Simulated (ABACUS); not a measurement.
Runs of ABACUS 3.10.1 on Ge. The structure is tetragonal, space group I4_1/amd (No. 141). Conventional cell: a = 5.149 Å, b = 5.149 Å, c = 2.795 Å, α = 90.00°, β = 90.00°, γ = 90.00°. Around Ge (site symmetry -4m2) lie 6 Ge at 2.67 to 2.79 Å. This isn't the form of Ge at room conditions, which is diamond.

| task | level | potentials or basis | cell | k mesh | cutoff (eV) | max steps of the relaxation | force threshold | optimiser | stress threshold | symmetry key | gap on the mesh (eV) | pressure (GPa) | V0 of scaled cells (Å³/atom) | B0 (GPa) |
| --- | --- | --- | --- | --- | --- | --- | --- | --- | --- | --- | --- | --- | --- | --- |
| relaxation of cell and atoms | AM05 | PseudoDojo NC SR 0.4.1 PBEsol standard, plane waves | relaxed | 9 × 9 × 9 | 1075 | 60 | 0.01 eV/Å | cg | 0.2 kbar | 1 | none | 0.0 | - | - |
| single point | LDA | PseudoDojo NC SR 0.4.1 LDA stringent, plane waves | as given | 9 × 9 × 9 | 1687 | - | - | - | - | 1 | none | -2.4 | - | - |
| single point | PBEsol | PseudoDojo NC SR 0.4 PBEsol stringent, plane waves | as given | 9 × 9 × 9 | 1687 | - | - | - | - | 1 | none | -0.5 | - | - |
| equation of state | WC | PseudoDojo NC SR 0.4 PBEsol stringent, plane waves | as given | 9 × 9 × 9 | 1687 | - | - | - | - | 1 | - | - | 18.54 | (a) |
| equation of state | PBEsol | PseudoDojo NC SR 0.4 PBEsol stringent, plane waves | as given | 9 × 9 × 9 | 1687 | - | - | - | - | 1 | - | - | 18.41 | (b) |

Alike in all rows: no spin polarisation; smearing fermi-dirac 0.05 eV.

Q: Estimate the missing entries.

A: (a) 78; (b) 79.

Caveats: the potentials were made for another functional, which shifts forces and pressure (some runs); the cell was scaled at fixed shape and fractional positions, which overstates the stiffness of a crystal with free parameters, most of all of layers and chains (some runs).

A k mesh can miss the band edges, and the runs leave out spin-orbit coupling on Ge.

A gap of «none» marks a metal or a gap under the smearing width.

Not every run made on this cell is shown here.
